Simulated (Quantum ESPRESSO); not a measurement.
# Ti (Im-3m) in Quantum ESPRESSO: notebook

The runs below take Ti through single point, equation of state, with PBE+D3(BJ).

All numbers are computed with Quantum ESPRESSO 7.5; they aren't measurements. Logs are shortened: lines on timing, memory, paths and dates and some standing lists are left out, and cuts for length are marked.

### 1 Starting point

The structure is cubic, space group Im-3m (No. 229). Conventional cell: a = 3.282 Å, b = 3.282 Å, c = 3.282 Å, α = 90.00°, β = 90.00°, γ = 90.00°. Around Ti (site symmetry m-3m) lie 8 Ti at 2.84 Å.

This isn't the form of Ti at room conditions, which is hcp.

### 2 Single point, PBE+D3(BJ), 16.62 Å³/atom

Input file pw.in:

```
&CONTROL
  calculation = 'scf'
  prefix = 'pwscf'
  outdir = './tmp'
  pseudo_dir = './pseudo'
  tprnfor = .true.
  tstress = .true.
  disk_io = 'nowf'
/
&SYSTEM
  ibrav = 0
  nat = 1
  ntyp = 1
  ecutwfc = 84
  nbnd = 12
  occupations = 'smearing'
  smearing = 'fd'
  degauss = 0.00367493
  vdw_corr = 'grimme-d3'
  dftd3_version = 4
/
&ELECTRONS
  conv_thr = 2d-10
  electron_maxstep = 120
  mixing_beta = 0.5
/
ATOMIC_SPECIES
Ti    47.8670 Ti.upf
CELL_PARAMETERS angstrom
  -1.6075008044    1.6075008044    1.6075008044
   1.6075008044   -1.6075008044    1.6075008044
   1.6075008044    1.6075008044   -1.6075008044
ATOMIC_POSITIONS crystal
Ti     0.0000000000    0.0000000000    0.0000000000
K_POINTS automatic
11 11 11 0 0 0
```

Potentials or basis: PseudoDojo 0.4.1 SR PBE standard.

Started as:

```console
$ OMP_NUM_THREADS=1 pw.x -in pw.in > pw.out
```

pw.out:

```text
This program is part of the open-source Quantum ESPRESSO suite
     for quantum simulation of materials; please cite
         "P. Giannozzi et al., J. Phys.:Condens. Matter 21 395502 (2009);
         "P. Giannozzi et al., J. Phys.:Condens. Matter 29 465901 (2017);
         "P. Giannozzi et al., J. Chem. Phys. 152 154105 (2020);
     in publications or presentations arising from this work. More details at

     Message from routine setup:
     using ibrav=0 with symmetry is DISCOURAGED, use correct ibrav instead

     G-vector sticks info
     --------------------
     sticks:   dense  smooth     PW     G-vecs:    dense   smooth      PW
     Sum         709     709    219                11849    11849    2093

     Using Slab Decomposition

     bravais-lattice index     =            0
     lattice parameter (alat)  =       5.2615  a.u.
     unit-cell volume          =     112.1270 (a.u.)^3
     number of atoms/cell      =            1
     number of atomic types    =            1
     number of electrons       =        12.00
     number of Kohn-Sham states=           12
     kinetic-energy cutoff     =      84.0000  Ry
     charge density cutoff     =     336.0000  Ry
     scf convergence threshold =      2.0E-10
     mixing beta               =       0.5000
     number of iterations used =            8  plain     mixing
     Exchange-correlation= PBE
                           (   1   4   3   4   0   0   0)

     celldm(1)=   5.261514  celldm(2)=   0.000000  celldm(3)=   0.000000
     celldm(4)=   0.000000  celldm(5)=   0.000000  celldm(6)=   0.000000

     crystal axes: (cart. coord. in units of alat)
               a(1) = (  -0.577350   0.577350   0.577350 )
               a(2) = (   0.577350  -0.577350   0.577350 )
               a(3) = (   0.577350   0.577350  -0.577350 )

     reciprocal axes: (cart. coord. in units 2 pi/alat)
               b(1) = ( -0.000000  0.866025  0.866025 )
               b(2) = (  0.866025 -0.000000  0.866025 )
               b(3) = (  0.866025  0.866025  0.000000 )

     PseudoPot. # 1 for Ti read from file:
     Ti.upf
     Pseudo is Norm-conserving + core correction, Zval = 12.0
     Generated using ONCVPSP code by D. R. Hamann
     Using radial grid of 1586 points,  6 beta functions with:
                l(1) =   0
                l(2) =   0
                l(3) =   1
                l(4) =   1
                l(5) =   2
                l(6) =   2

     atomic species   valence    mass     pseudopotential
     Ti               12.00    47.86700     Ti( 1.00)

     48 Sym. Ops., with inversion, found

   Cartesian axes

     site n.     atom                  positions (alat units)
         1        Ti     tau(   1) = (   0.0000000   0.0000000   0.0000000  )

     --------------------------------------------
     DFT-D3 Dispersion Correction (3-body terms):
     --------------------------------------------
       Reference C6 values for interpolation:

         atom   Coordination number   C6
         Ti         0.000          2723.84
         Ti         1.830           604.00
         Ti         3.868           643.18

       Values used:

         atom   Coordination number  R0_AB[au]  C6      C8
         Ti        10.986            3.557    643.18  76289.64

         Molecular C6 ( Ry / a.u.^6 ) =       643.18

     number of k points=    56  Fermi-Dirac smearing, width (Ry)=  0.0037
                       cart. coord. in units 2pi/alat
        k(    1) = (   0.0000000   0.0000000   0.0000000), wk =   0.0015026
        k(    2) = (   0.0787296   0.0787296   0.0000000), wk =   0.0180316
        k(    3) = (   0.1574592   0.1574592   0.0000000), wk =   0.0180316
        k(    4) = (   0.2361887   0.2361887   0.0000000), wk =   0.0180316
        k(    5) = (   0.3149183   0.3149183   0.0000000), wk =   0.0180316
        k(    6) = (   0.3936479   0.3936479   0.0000000), wk =   0.0180316
[... 48 lines left out ...]
        k(   55) = (  -0.7872958  -0.0787296  -0.0787296), wk =   0.0120210
        k(   56) = (  -0.0000000  -0.0000000   0.7872958), wk =   0.0090158

     Dense  grid:    11849 G-vectors     FFT dimensions: (  32,  32,  32)

     Initial potential from superposition of free atoms

     starting charge      11.9984, renormalised to      12.0000
     Starting wfcs are   10 randomized atomic wfcs +    2 random wfcs

     Self-consistent Calculation

     iteration #  1     ecut=    84.00 Ry     beta= 0.50
     Davidson diagonalization with overlap
     ethr =  1.00E-02,  avg # of iterations =  3.4

     Threshold (ethr) on eigenvalues was too large:
     Diagonalizing with lowered threshold

     Davidson diagonalization with overlap
     ethr =  2.65E-04,  avg # of iterations =  1.2

     total energy              =    -118.73562771 Ry
     estimated scf accuracy    <       0.03359477 Ry

     iteration #  2     ecut=    84.00 Ry     beta= 0.50
     Davidson diagonalization with overlap
     ethr =  2.80E-04,  avg # of iterations =  1.9

     total energy              =    -118.74393248 Ry
     estimated scf accuracy    <       0.00138608 Ry

     iteration #  3     ecut=    84.00 Ry     beta= 0.50
     Davidson diagonalization with overlap
     ethr =  1.16E-05,  avg # of iterations =  2.2

     total energy              =    -118.74419122 Ry
     estimated scf accuracy    <       0.00008497 Ry

     iteration #  4     ecut=    84.00 Ry     beta= 0.50
     Davidson diagonalization with overlap
     ethr =  7.08E-07,  avg # of iterations =  2.3

     total energy              =    -118.74419891 Ry
     estimated scf accuracy    <       0.00000576 Ry

     iteration #  5     ecut=    84.00 Ry     beta= 0.50
     Davidson diagonalization with overlap
     ethr =  4.80E-08,  avg # of iterations =  1.3

     total energy              =    -118.74419820 Ry
     estimated scf accuracy    <       0.00000177 Ry

     iteration #  6     ecut=    84.00 Ry     beta= 0.50
     Davidson diagonalization with overlap
     ethr =  1.47E-08,  avg # of iterations =  2.0

     total energy              =    -118.74419863 Ry
     estimated scf accuracy    <       0.00000007 Ry

     iteration #  7     ecut=    84.00 Ry     beta= 0.50
     Davidson diagonalization with overlap
     ethr =  5.90E-10,  avg # of iterations =  1.2

     total energy              =    -118.74419863 Ry
     estimated scf accuracy    <          6.0E-09 Ry

     iteration #  8     ecut=    84.00 Ry     beta= 0.50
     Davidson diagonalization with overlap
     ethr =  4.96E-11,  avg # of iterations =  2.1

     total energy              =    -118.74419863 Ry
     estimated scf accuracy    <          7.5E-10 Ry

     iteration #  9     ecut=    84.00 Ry     beta= 0.50
     Davidson diagonalization with overlap
     ethr =  6.24E-12,  avg # of iterations =  1.2

     End of self-consistent calculation

          k = 0.0000 0.0000 0.0000 (  1481 PWs)   bands (ev):

   -42.5443 -18.3644 -18.3644 -18.3644   7.8425  14.8998  14.8998  14.8998
    16.7630  16.7630  31.6394  31.6394

          k = 0.0787 0.0787 0.0000 (  1463 PWs)   bands (ev):

   -42.5319 -18.4290 -18.3841 -18.3649   8.1344  14.7639  14.8550  15.1172
    16.6129  16.7718  31.2201  31.5925

          k = 0.1575 0.1575 0.0000 (  1463 PWs)   bands (ev):

   -42.4984 -18.5997 -18.4365 -18.3661   8.9481  14.4184  14.6191  15.7356
    16.4263  16.8111  29.8096  30.9735

          k = 0.2362 0.2362 0.0000 (  1460 PWs)   bands (ev):

   -42.4542 -18.8179 -18.5044 -18.3678  10.0611  14.0018  14.2604  16.4955
    16.6439  16.8998  27.5377  29.6613

          k = 0.3149 0.3149 0.0000 (  1458 PWs)   bands (ev):

   -42.4133 -19.0136 -18.5661 -18.3694  10.9729  13.6486  14.3424  16.6780
    17.0231  17.6215  25.1155  28.4048

          k = 0.3936 0.3936 0.0000 (  1454 PWs)   bands (ev):

   -42.3888 -19.1278 -18.6025 -18.3703  11.2823  13.4501  14.9785  16.7624
    17.1187  18.3015  23.4120  27.6758

          k = 0.1575 0.0787 0.0787 (  1465 PWs)   bands (ev):

   -42.5089 -18.5461 -18.4060 -18.3803   8.6898  14.5756  14.6377  15.5665
    16.3990  16.8366  30.4409  31.1616

          k = 0.2362 0.1575 0.0787 (  1460 PWs)   bands (ev):

   -42.4700 -18.7310 -18.4695 -18.3878   9.6780  14.1880  14.2881  16.2962
    16.3829  16.9524  28.7729  29.9100

          k = 0.3149 0.2362 0.0787 (  1459 PWs)   bands (ev):

   -42.4274 -18.9247 -18.5459 -18.3910  10.7684  13.7913  14.0471  16.4684
    17.0622  17.3869  26.3457  28.6607

          k = 0.3936 0.3149 0.0787 (  1458 PWs)   bands (ev):

   -42.3947 -19.0689 -18.6047 -18.3931  11.3810  13.5326  14.3721  16.6716
    17.1872  18.3208  24.1158  27.7335

          k = 0.4724 0.3936 0.0787 (  1462 PWs)   bands (ev):

   -42.3825 -19.1220 -18.6266 -18.3939  11.4886  13.4409  14.7540  16.7158
    17.2899  18.7474  23.1138  27.3886

          k = 0.3149 0.1575 0.1575 (  1444 PWs)   bands (ev):

   -42.4327 -18.8769 -18.5354 -18.4172  10.7151  13.7634  13.9994  16.2973
    17.0929  17.3910  27.6135  27.8762

          k = 0.3936 0.2362 0.1575 (  1460 PWs)   bands (ev):

   -42.3983 -18.9926 -18.6260 -18.4301  11.6485  13.4518  13.8899  16.4906
    17.1938  18.5429  25.2749  26.7508

          k = 0.4724 0.3149 0.1575 (  1464 PWs)   bands (ev):

   -42.3777 -19.0542 -18.6887 -18.4350  11.9711  13.4286  14.0532  16.6713
    17.2893  19.5725  23.3400  26.1148
[... 163 lines left out ...]
   -42.3338 -18.9661 -18.8603 -18.5742  12.6330  12.6696  14.3090  16.7594
    17.4513  21.1580  23.5890  23.9353

          k =-0.0000-0.0000 0.4724 (  1441 PWs)   bands (ev):

   -42.3796 -18.8130 -18.6597 -18.6597  11.5752  13.5092  15.3957  15.3957
    16.5739  17.8679  28.6250  28.6250

          k =-0.0000-0.0787 0.5511 (  1445 PWs)   bands (ev):

   -42.3459 -18.9124 -18.7280 -18.6839  12.0615  12.8754  15.5106  15.8124
    17.3296  18.6346  25.9813  27.1260

          k =-0.0000-0.1575 0.6298 (  1451 PWs)   bands (ev):

   -42.3257 -18.9918 -18.7682 -18.6767  12.2172  12.5902  15.4531  15.9535
    18.0667  20.1617  23.4679  26.1226

          k = 0.0787-0.0787 0.6298 (  1453 PWs)   bands (ev):

   -42.3204 -18.9440 -18.8159 -18.7031  12.2064  12.4127  15.5520  16.5342
    17.6731  20.0284  24.8258  24.8460

          k =-0.7873-0.1575-0.1575 (  1454 PWs)   bands (ev):

   -42.3109 -18.9559 -18.8579 -18.7002  12.1969  12.2860  15.4809  16.8798
    17.8563  21.6523  22.8597  24.3132

          k =-0.0000-0.0000 0.6298 (  1441 PWs)   bands (ev):

   -42.3154 -18.8878 -18.7992 -18.7992  12.0431  12.3268  16.4447  16.4447
    17.4167  19.5131  25.4669  25.4669

          k =-0.0000-0.0787 0.7086 (  1457 PWs)   bands (ev):

   -42.2972 -18.9299 -18.8411 -18.8096  11.9456  11.9974  16.7211  16.8741
    17.9667  21.1018  23.4894  24.3290

          k =-0.7873-0.0787-0.0787 (  1452 PWs)   bands (ev):

   -42.2885 -18.9036 -18.9036 -18.8167  11.8366  11.8366  16.8142  17.7746
    17.7746  22.6338  22.6338  23.0869

          k =-0.0000-0.0000 0.7873 (  1464 PWs)   bands (ev):

   -42.2802 -18.8963 -18.8840 -18.8840  11.6775  11.6833  17.7417  17.7417
    17.9504  22.0386  23.0240  23.0240

     the Fermi energy is    13.8513 ev

!    total energy              =    -118.74419863 Ry
     estimated scf accuracy    <          6.7E-11 Ry
     smearing contrib. (-TS)   =      -0.00145675 Ry
     internal energy E=F+TS    =    -118.74274189 Ry

     The total energy is F=E-TS. E is the sum of the following terms:
     one-electron contribution =     -38.61638407 Ry
     hartree contribution      =      23.66664066 Ry
     xc contribution           =     -17.49450681 Ry
     ewald contribution        =     -86.25660211 Ry
     DFT-D3 Dispersion         =      -0.04188956 Ry

     convergence has been achieved in   9 iterations

     Forces acting on atoms (cartesian axes, Ry/au):

     atom    1 type  1   force =     0.00000000    0.00000000    0.00000000

     Total force =     0.000000     Total SCF correction =     0.000000

     Computing stress (Cartesian axis) and pressure

          total   stress  (Ry/bohr**3)                   (kbar)     P=       -9.42
  -0.00006401  -0.00000000   0.00000000           -9.42       -0.00        0.00
  -0.00000000  -0.00006401   0.00000000           -0.00       -9.42        0.00
  -0.00000000   0.00000000  -0.00006401           -0.00        0.00       -9.42

=------------------------------------------------------------------------------=
   JOB DONE.
=------------------------------------------------------------------------------=
```

It took 10 s on 1 thread of AMD EPYC 7B13 (Zen 3), shared host; peak memory 0.09 GiB.

What came out:

| Quantity | Value |
| --- | --- |
| Free energy | -1615.5971 eV |
| Pressure | -0.9 GPa |
| Band gap on the k mesh | none (metal or under the smearing width) |

Caveat: pairwise dispersion overbinds metals, which lowers pressure and volume.

### 3 Single point, PBE+D3(BJ), 16.97 Å³/atom

Changes to pw.in since step 2:

```diff
@@ -29,5 +29,5 @@
 CELL_PARAMETERS angstrom
-  -1.6075008044    1.6075008044    1.6075008044
-   1.6075008044   -1.6075008044    1.6075008044
-   1.6075008044    1.6075008044   -1.6075008044
+  -1.6188216056    1.6188216056    1.6188216056
+   1.6188216056   -1.6188216056    1.6188216056
+   1.6188216056    1.6188216056   -1.6188216056
 ATOMIC_POSITIONS crystal
```

Potentials or basis: PseudoDojo 0.4.1 SR PBE standard.

Started as:

```console
$ OMP_NUM_THREADS=1 pw.x -in pw.in > pw.out
```

It took 10 s on 1 thread of AMD EPYC 7B13 (Zen 3), shared host; peak memory 0.09 GiB.

It converged, with:

```
Free energy            : -1615.5926 eV
Pressure               : -3.2 GPa
Band gap on the k mesh : none (metal or under the smearing width)
```

Caveat: pairwise dispersion overbinds metals, which lowers pressure and volume.

### 4 Single point, PBE+D3(BJ), 17.32 Å³/atom

Changes to pw.in since step 3:

```diff
@@ -29,5 +29,5 @@
 CELL_PARAMETERS angstrom
-  -1.6188216056    1.6188216056    1.6188216056
-   1.6188216056   -1.6188216056    1.6188216056
-   1.6188216056    1.6188216056   -1.6188216056
+  -1.6299862453    1.6299862453    1.6299862453
+   1.6299862453   -1.6299862453    1.6299862453
+   1.6299862453    1.6299862453   -1.6299862453
 ATOMIC_POSITIONS crystal
```

Started as:

```console
$ OMP_NUM_THREADS=1 pw.x -in pw.in > pw.out
```

Wall time 10 s (1 thread of AMD EPYC 7B13 (Zen 3), shared host); peak memory 0.09 GiB.

Results (log left out):

| Item | Value |
| --- | --- |
| Free energy | -1615.5834 eV |
| Pressure | -5.2 GPa |
| Band gap on the k mesh | none (metal or under the smearing width) |

Caveat: pairwise dispersion overbinds metals, which lowers pressure and volume.

### 5 Single point, PBE+D3(BJ), 17.68 Å³/atom

Changes to pw.in since step 4:

```diff
@@ -29,5 +29,5 @@
 CELL_PARAMETERS angstrom
-  -1.6299862453    1.6299862453    1.6299862453
-   1.6299862453   -1.6299862453    1.6299862453
-   1.6299862453    1.6299862453   -1.6299862453
+  -1.6410000000    1.6410000000    1.6410000000
+   1.6410000000   -1.6410000000    1.6410000000
+   1.6410000000    1.6410000000   -1.6410000000
 ATOMIC_POSITIONS crystal
```

Started as:

```console
$ OMP_NUM_THREADS=1 pw.x -in pw.in > pw.out
```

Run time: 10 s. Hardware: 1 thread of AMD EPYC 7B13 (Zen 3), shared host; peak memory 0.09 GiB.

It converged, with:

```
Free energy            : -1615.5699 eV
Pressure               : -7.0 GPa
Band gap on the k mesh : none (metal or under the smearing width)
```

Caveat: pairwise dispersion overbinds metals, which lowers pressure and volume.

### 6 Single point, PBE+D3(BJ), 18.03 Å³/atom

Changes to pw.in since step 5:

```diff
@@ -29,5 +29,5 @@
 CELL_PARAMETERS angstrom
-  -1.6410000000    1.6410000000    1.6410000000
-   1.6410000000   -1.6410000000    1.6410000000
-   1.6410000000    1.6410000000   -1.6410000000
+  -1.6518678664    1.6518678664    1.6518678664
+   1.6518678664   -1.6518678664    1.6518678664
+   1.6518678664    1.6518678664   -1.6518678664
 ATOMIC_POSITIONS crystal
```

Potentials or basis: PseudoDojo 0.4.1 SR PBE standard.

Started as:

```console
$ OMP_NUM_THREADS=1 pw.x -in pw.in > pw.out
```

Run time: 9.5 s. Hardware: 1 thread of AMD EPYC 7B13 (Zen 3), shared host; peak memory 0.09 GiB.

Results (log left out):

```yaml
Free_energy: -1615.5525 eV
Pressure: -8.7 GPa
Band_gap_on_the_k_mesh: none (metal or under the smearing width)
```

Caveat: pairwise dispersion overbinds metals, which lowers pressure and volume.

### 7 Single point, PBE+D3(BJ), 18.38 Å³/atom

Changes to pw.in since step 6:

```diff
@@ -29,5 +29,5 @@
 CELL_PARAMETERS angstrom
-  -1.6518678664    1.6518678664    1.6518678664
-   1.6518678664   -1.6518678664    1.6518678664
-   1.6518678664    1.6518678664   -1.6518678664
+  -1.6625945817    1.6625945817    1.6625945817
+   1.6625945817   -1.6625945817    1.6625945817
+   1.6625945817    1.6625945817   -1.6625945817
 ATOMIC_POSITIONS crystal
```

Started as:

```console
$ OMP_NUM_THREADS=1 pw.x -in pw.in > pw.out
```

It took 9.6 s on 1 thread of AMD EPYC 7B13 (Zen 3), shared host; peak memory 0.09 GiB.

Results (log left out):

```
Free energy            : -1615.5316 eV
Pressure               : -10.2 GPa
Band gap on the k mesh : none (metal or under the smearing width)
```

Caveat: pairwise dispersion overbinds metals, which lowers pressure and volume.

### 8 Single point, PBE+D3(BJ), 18.74 Å³/atom

Changes to pw.in since step 7:

```diff
@@ -29,5 +29,5 @@
 CELL_PARAMETERS angstrom
-  -1.6625945817    1.6625945817    1.6625945817
-   1.6625945817   -1.6625945817    1.6625945817
-   1.6625945817    1.6625945817   -1.6625945817
+  -1.6731846416    1.6731846416    1.6731846416
+   1.6731846416   -1.6731846416    1.6731846416
+   1.6731846416    1.6731846416   -1.6731846416
 ATOMIC_POSITIONS crystal
```

Started as:

```console
$ OMP_NUM_THREADS=1 pw.x -in pw.in > pw.out
```

Wall time 9.5 s (1 thread of AMD EPYC 7B13 (Zen 3), shared host); peak memory 0.09 GiB.

The run converged. Its results:

- Free energy: -1615.5074 eV
- Pressure: -11.6 GPa
- Band gap on the k mesh: none (metal or under the smearing width)

Caveat: pairwise dispersion overbinds metals, which lowers pressure and volume.

### 9 Equation of state, PBE+D3(BJ)

Potentials or basis: PseudoDojo 0.4.1 SR PBE standard.

No new run: the results of the series are fitted here.

Results:

```
Equilibrium volume : 16.48 Å³/atom (rough: see the caveat)
Bulk modulus       : 114 GPa (rough)
```

Energy against volume, from the lowest point:
```tsv
volume (Å³/atom)	energy (meV/atom)
16.616	0.00
16.969	4.50
17.323	13.74
17.676	27.25
18.030	44.64
18.383	65.54
18.737	89.68
```

Caveat: the minimum lies outside the volumes run.
